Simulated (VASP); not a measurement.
A run of VASP 6.6.1:

The input INCAR:

```
SYSTEM = PbS
ALGO     = Fast           ! electronic algorithm
EDIFF    = 1E-6           ! SCF threshold, eV
ENCUT    = 500            ! plane-wave cutoff, eV
GGA      = PS             ! functional
ISIF     = 2              ! what is computed and relaxed
ISMEAR   = 0              ! smearing method
LASPH    = .TRUE.         ! aspherical terms in the spheres
LCHARG   = .FALSE.        ! write CHGCAR
LREAL    = .FALSE.        ! projectors in reciprocal space
LWAVE    = .FALSE.        ! write WAVECAR
NELM     = 60             ! most SCF steps
PREC     = Accurate       ! precision mode
SIGMA    = 0.05           ! smearing width, eV
```

The input KPOINTS:

```
k-points
0
G
  8 8 8
  0 0 0
```

POSCAR

```
PbS
1.0
    0.0000000000      2.9657500000      2.9657500000
    2.9657500000      0.0000000000      2.9657500000
    2.9657500000      2.9657500000      0.0000000000
Pb S
1 1
Direct
    0.0000000000      0.0000000000      0.0000000000
    0.5000000000      0.5000000000      0.5000000000
```

Potentials or basis: VASP PAW PBE potentials, release 64 (Pb, S).

Run with:

```console
$ cat potpaw_PBE.64/Pb/POTCAR potpaw_PBE.64/S/POTCAR > POTCAR
$ mpirun -np 1 vasp_std > vasp.out
```

Hardware: 1 thread of Intel(R) Xeon(R) 6975P-C (Granite Rapids), with other jobs on the host.

Task: Estimate the wall time of this run.

Result: Wall time 9.9 s on 1 thread of Intel(R) Xeon(R) 6975P-C (Granite Rapids) (shared host), peak memory 0.18 GiB. Counts: scf iterations 14, k points 29.
